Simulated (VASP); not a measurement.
# WS2 in VASP: settings compared, part 2 of 2

VASP 6.6.1. The steps go on from the part before.

**3. Atomic charges, PBE**

INCAR

```
SYSTEM = WS2
PREC     = Accurate       ! precision mode
ENCUT    = 520            ! plane-wave cutoff, eV
EDIFF    = 1E-7           ! SCF threshold, eV
ISMEAR   = 0              ! smearing method
SIGMA    = 0.02           ! smearing width, eV
LREAL    = .FALSE.        ! projectors in reciprocal space
LASPH    = .TRUE.         ! aspherical terms in the spheres
NELM     = 80             ! most SCF steps
ALGO     = Fast           ! electronic algorithm
ISIF     = 2              ! what is computed and relaxed
LWAVE    = .FALSE.        ! write WAVECAR
LCHARG   = .TRUE.         ! write CHGCAR
GGA      = PE             ! functional
LORBIT   = 11             ! projections on sites
LELF     = .TRUE.         ! ELF
LVHAR    = .TRUE.
```

KPOINTS

```
regular mesh
0
G
  7 7 1
  0 0 0
```

POSCAR

```
WS2
1.0
    3.1829541699      0.0000000000      0.0000000000
   -1.5914770850      2.7565191702      0.0000000000
    0.0000000000      0.0000000000     28.5322178600
W S
3 6
Direct
    0.6666666667      0.3333333333      0.4343616800
    0.6666666667      0.3333333333      0.8855337800
    0.0000000000      0.0000000000      0.6592864300
    0.6666666667      0.3333333333      0.6046252100
    0.0000000000      0.0000000000      0.3797102500
    0.0000000000      0.0000000000      0.8308482800
    0.6666666667      0.3333333333      0.7139522100
    0.0000000000      0.0000000000      0.4890304200
    0.0000000000      0.0000000000      0.9401857300
```

Potentials or basis: VASP PAW PBE potentials, release 64 (W_sv, S).

Command:

```
$ cat potpaw_PBE.64/W_sv/POTCAR potpaw_PBE.64/S/POTCAR > POTCAR
$ mpirun -np 1 vasp_std > vasp.out
```

OUTCAR:

```text
SYSTEM = WS2
   PREC = Accurate
   ENCUT = 520
   EDIFF = 1E-7
   ISMEAR = 0
   LREAL = .FALSE.
   LASPH = .TRUE.
   NELM = 80
   ISIF = 2
   GGA = PE
   LORBIT = 11

 ion  position               nearest neighbor table
   1  0.667  0.333  0.434-   5 2.41   5 2.41   5 2.41   8 2.41   8 2.41   8 2.41
   2  0.667  0.333  0.886-   9 2.41   9 2.41   9 2.41   6 2.41   6 2.41   6 2.41
   3  0.000  0.000  0.659-   4 2.41   4 2.41   4 2.41   7 2.41   7 2.41   7 2.41
   4  0.667  0.333  0.605-   3 2.41   3 2.41   3 2.41
   5  0.000  0.000  0.380-   1 2.41   1 2.41   1 2.41
   6  0.000  0.000  0.831-   2 2.41   2 2.41   2 2.41
   7  0.667  0.333  0.714-   3 2.41   3 2.41   3 2.41
   8  0.000  0.000  0.489-   1 2.41   1 2.41   1 2.41
   9  0.000  0.000  0.940-   2 2.41   2 2.41   2 2.41

  LATTYP: Found a hexagonal cell.
 ALAT       =     3.1829541699
 C/A-ratio  =     8.9640680754

  Lattice vectors:

 A1 = (   3.1829541699,   0.0000000000,   0.0000000000)
 A2 = (  -1.5914770850,   2.7565191702,   0.0000000000)
 A3 = (   0.0000000000,   0.0000000000,  28.5322178600)

Analysis of symmetry for initial positions (statically):
=====================================================================
 Subroutine PRICEL returns:
 Original cell was already a primitive cell.

 Routine SETGRP: Setting up the symmetry group for a
 hexagonal supercell.

 Subroutine GETGRP returns: Found  6 space group operations
 (whereof  6 operations were pure point group operations)
 out of a pool of 24 trial point group operations.

The static configuration has the point symmetry C_3v.

Analysis of symmetry for dynamics (positions and initial velocities):
=====================================================================
 Subroutine PRICEL returns:
 Original cell was already a primitive cell.

 Routine SETGRP: Setting up the symmetry group for a
 hexagonal supercell.

 Subroutine GETGRP returns: Found  6 space group operations
 (whereof  6 operations were pure point group operations)
 out of a pool of 24 trial point group operations.

The dynamic configuration has the point symmetry C_3v.

 Subroutine INISYM returns: Found  6 space group operations
 (whereof  6 operations are pure point group operations),
 and found     1 'primitive' translations

----------------------------------------------------------------------------------------

                                     Primitive cell

  volume of cell :     250.3381

  direct lattice vectors                    reciprocal lattice vectors
     3.182954170  0.000000000  0.000000000     0.314173547  0.181388182  0.000000000
    -1.591477085  2.756519170  0.000000000     0.000000000  0.362776363  0.000000000
     0.000000000  0.000000000 28.532217860     0.000000000  0.000000000  0.035048099

  length of vectors
     3.182954170  3.182954170 28.532217860     0.362776363  0.362776363  0.035048099

  position of ions in fractional coordinates (direct lattice)
     0.666666667  0.333333333  0.434361680
     0.666666667  0.333333333  0.885533780
     0.000000000  0.000000000  0.659286430
     0.666666667  0.333333333  0.604625210
     0.000000000  0.000000000  0.379710250
[... 63 lines left out ...]
   ISTART =      0    job   : 0-new  1-cont  2-samecut
   ICHARG =      2    charge: 1-file 2-atom 10-const
   ISPIN  =      1    spin polarized calculation?
   LNONCOLLINEAR =      F non collinear calculations
   LSORBIT =      F    spin-orbit coupling
   LASPH  =      T    aspherical Exc in radial PAW
   ENCUT  =  520.0 eV  38.22 Ry    6.18 a.u.   5.92  5.92 53.05*2*pi/ulx,y,z
   NELM   =     80;   NELMIN=  2; NELMDL= -5     # of ELM steps
   EDIFF  = 0.1E-06   stopping-criterion for ELM
   LREAL  =      F    real-space projection
   EDIFFG = 0.1E-05   stopping-criterion for IOM
   NSW    =      0    number of steps for IOM
   IBRION =     -1    ionic relax: 0-MD 1-quasi-New 2-CG
   NFREE  =      0    steps in history (QN), initial steepest desc. (CG)
   ISIF   =      2    stress and relaxation
   ISYM   =      2    0-nonsym 1-usesym 2-fastsym
   POTIM  = 0.5000    time-step for ionic-motion
   TEBEG  =    0.0;   TEEND  =   0.0 temperature during run
   PSTRESS=    0.0 pullay stress
   NELECT =      78.0000    total number of electrons
   NUPDOWN=      -1.0000    fix difference up-down
   EMIN   =  10.00;   EMAX   =-10.00  energy-range for DOS
   EFERMI =   0.00;   METHOD = LEGACY
   ISMEAR =     0;   SIGMA  =   0.02  broadening in eV -4-tet -1-fermi 0-gaus
   EFERMI_NEDOS =   21; number of points for ismear=-14 and -15
   IALGO  =     68    algorithm
   IMIX   =      4    mixing-type and parameters
     AMIX     =   0.40;   BMIX     =  1.00
     AMIX_MAG =   1.60;   BMIX_MAG =  1.00
  volume/ion in A,a.u.               =      27.82       187.71
  Fermi-wavevector in a.u.,A,eV,Ry     =   1.109849  2.097311 16.759190  1.231766
  Thomas-Fermi vector in A             =   2.246394
   LORBIT       =     11    0 simple, 1 ext, 2 COOP (PROOUT), +10 PAW based schemes
   GGA     = PE    functional components
   LHFCALC =     F    Hartree Fock is set to
   AEXX    =    0.0000 exact exchange contribution
   IVDW    =     0    specifies the selected vdW correction
   LEPSILON=     F    determine dielectric tensor
   LRPA    =     F    only Hartree local field effects (RPA)
 non-spin polarized calculation
 RMM-DIIS sequential band-by-band and
 Gauss-broadening in eV      SIGMA  =   0.02
  energy-cutoff  :      520.00
  volume of cell :      250.34
 maximum number of plane-waves:      6780
 NGX is ok and might be reduce to    24
   NGX = 11   NGY = 11   NGZ =107

 number of electron      78.0000002 magnetization

 Free energy of the ion-electron system (eV)
  ---------------------------------------------------
  ext. energy  EPLUGINS =         0.00000000
  ---------------------------------------------------
  free energy    TOTEN  =       -70.98927587 eV

  energy without entropy =      -70.98927587  energy(sigma->0) =      -70.98927587

 E-fermi :   2.8186     XC(G=0):  -7.4521

 val. band max:        2.7341901117   @ k =   0.0000   0.0000   0.0000
 cond. band min:       4.1995669259   @ k =   0.1429   0.1429   0.0000
 fundamental gap:      1.4653768143
 Fermi energy:         2.8185580245

 k-point     1 :       0.0000    0.0000    0.0000
  band No.  band energies     occupation
      1     -71.7182      2.00000
      2     -71.7168      2.00000
      3     -71.7167      2.00000
      4     -35.9551      2.00000
      5     -35.9535      2.00000
      6     -35.9533      2.00000
[... 381 lines left out ...]
     45       5.9663      0.00000
     46       6.0250      0.00000

------------------------ aborting loop because EDIFF is reached ----------------------------------------

  FORCE on cell =-STRESS in cart. coord.  units (eV):
  Direction    XX          YY          ZZ          XY          YZ          ZX
  --------------------------------------------------------------------------------------
  -------------------------------------------------------------------------------------
  Total        1.3780832      1.3780832      2.9371427     -0.0000000      0.0000000      0.0000000
  in kB        8.8198069      8.8198069     18.7978722     -0.0000000      0.0000000      0.0000000
  external PRESSURE =      12.1458287 kB  Pullay stress =       0.0000000 kB

 VOLUME and BASIS-vectors are now :
 -----------------------------------------------------------------------------
  energy-cutoff  :      520.00
  volume of cell :      250.34
      direct lattice vectors                 reciprocal lattice vectors
     3.182954170  0.000000000  0.000000000     0.314173547  0.181388182  0.000000000
    -1.591477085  2.756519170  0.000000000     0.000000000  0.362776363  0.000000000
     0.000000000  0.000000000 28.532217860     0.000000000  0.000000000  0.035048099

 POSITION                                       TOTAL-FORCE (eV/Angst)
 -----------------------------------------------------------------------------------
      1.59148      0.91884     12.39330         0.000000      0.000000     -0.012090
      1.59148      0.91884     25.26624        -0.000000     -0.000000      0.002615
      0.00000      0.00000     18.81090        -0.000000     -0.000000      0.004089
      1.59148      0.91884     17.25130        -0.000000     -0.000000     -0.206868
      0.00000      0.00000     10.83398        -0.000000     -0.000000     -0.266871
      0.00000      0.00000     23.70594        -0.000000     -0.000000     -0.201217
      1.59148      0.91884     20.37064         0.000000     -0.000000      0.210911
      0.00000      0.00000     13.95312        -0.000000      0.000000      0.203814
      0.00000      0.00000     26.82558         0.000000     -0.000000      0.265617
 -----------------------------------------------------------------------------------
    total drift:                               -0.000000      0.000000     -0.000309

  FREE ENERGIE OF THE ION-ELECTRON SYSTEM (eV)
  ---------------------------------------------------
  free  energy   TOTEN  =       -70.9892758695 eV

  energy  without entropy=      -70.9892758695  energy(sigma->0) =      -70.98927587

 total charge

# of ion       s       p       d       tot
------------------------------------------
    1        2.320   6.326   3.373  12.019
    2        2.320   6.326   3.373  12.019
    3        2.320   6.326   3.373  12.019
    4        1.358   2.365   0.000   3.724
    5        1.358   2.366   0.000   3.724
    6        1.358   2.365   0.000   3.724
    7        1.358   2.365   0.000   3.724
    8        1.358   2.366   0.000   3.724
    9        1.358   2.366   0.000   3.724
--------------------------------------------------
tot         15.109  33.173  10.119  58.401
```

Run time: 3.6 min. Hardware: 1 thread of Intel Xeon Platinum 8259CL at 2.50GHz (Skylake/Cascade Lake), shared host; peak memory 0.38 GiB.

Results:

* Free energy: -70.9893 eV
* Largest force: 0.267 eV/Å
* Band gap on the k mesh: 1.47 eV, indirect (least direct gap 2.39 eV)
* Valence electrons inside the program's atomic spheres: W 12.02; S 3.72

Forces in eV/Å, atoms in the order of the input:
```
W    0.000  0.000 -0.012
W    0.000  0.000  0.003
W    0.000  0.000  0.004
S    0.000  0.000 -0.207
S    0.000  0.000 -0.267
S    0.000  0.000 -0.201
S    0.000  0.000  0.211
S    0.000  0.000  0.204
S    0.000  0.000  0.266
```

Levels at points of the mesh, in eV from the valence-band top:
| k point | band 37 | band 38 | band 39 | band 40 | band 41 | band 42 |
| --- | --- | --- | --- | --- | --- | --- |
| (0.00, 0.00, 0.00) | -0.68 | -0.30 | 0.00 | 2.45 | 2.46 | 2.47 |

Caveat: spin-orbit coupling is left out, which moves the levels of the heavy elements.
